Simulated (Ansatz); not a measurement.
ZnTe (F-43m), PBEsol with spin-orbit coupling, rigid bands (Ansatz, a first-principles code): N_v = 1.47e19 cm⁻³ at 300 K and a hole conductivity mass of 0.459 mₑ.

Problem. For 1e17 holes per cm³ at 300 K, place the Fermi level, estimate the Seebeck coefficient of a parabolic band with constant τ, and give mobility and conductivity for τ = 50 fs.

Solution. The level lies k_BT ln(N_v/p) = 0.129 eV above the valence-band maximum. S ≈ +(k_B/e)[ln(N_v/p) + 5/2] = 645 μV/K, against 644 μV/K from the full bands (mean over directions). μ = eτ/m = 192 cm²/(V·s) and σ = peμ = 3.07 S/cm. τ is assumed, not computed.

Band transport and this doping are assumed; polarons and phonon drag are left out.
